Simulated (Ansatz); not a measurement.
## BN: equation of state with PBEsol

Crystal: BN.

```xyz
4
Lattice="2.4982 0.0000 0.0000 -1.2491 2.1635 0.0000 0.0000 0.0000 6.6357" Properties=species:S:1:pos:R:3 pbc="T T T"
N     1.2491    0.7212    1.6589
N     0.0000    1.4424    4.9768
B     1.2491    0.7212    4.9768
B     0.0000    1.4424    1.6589
```

```
Program             : Ansatz 0.2.0
Task                : equation of state
Functional          : PBEsol
Potentials or basis : all-electron LAPW, scalar-relativistic
Basis error allowed : 0.002 eV/atom
k mesh              : 12 × 12 × 4
Occupations         : fermi-dirac, width 0.05 eV
Spin                : no spin polarisation
```

The equilibrium volume is 9.04 Å³/atom and the bulk modulus at fixed shape and positions is 242 GPa. The pressure derivative of the bulk modulus is 3.6.

Energy against volume, from the lowest point:
| volume (Å³/atom) | energy (meV/atom) |
| --- | --- |
| 8.429 | 34.78 |
| 8.608 | 16.67 |
| 8.787 | 5.27 |
| 8.967 | 0.00 |
| 9.146 | 0.33 |
| 9.325 | 5.77 |
| 9.505 | 15.89 |

All runs of the series together: 59 s on 2 threads of Arm Neoverse V1 (shared host).

Caveat: the cell was scaled at fixed shape and fractional positions, which overstates the stiffness of a crystal with free parameters, most of all of layers and chains; this functional lacks dispersion, which binds the layers, so the pressure and a relaxed spacing across them are unreliable.
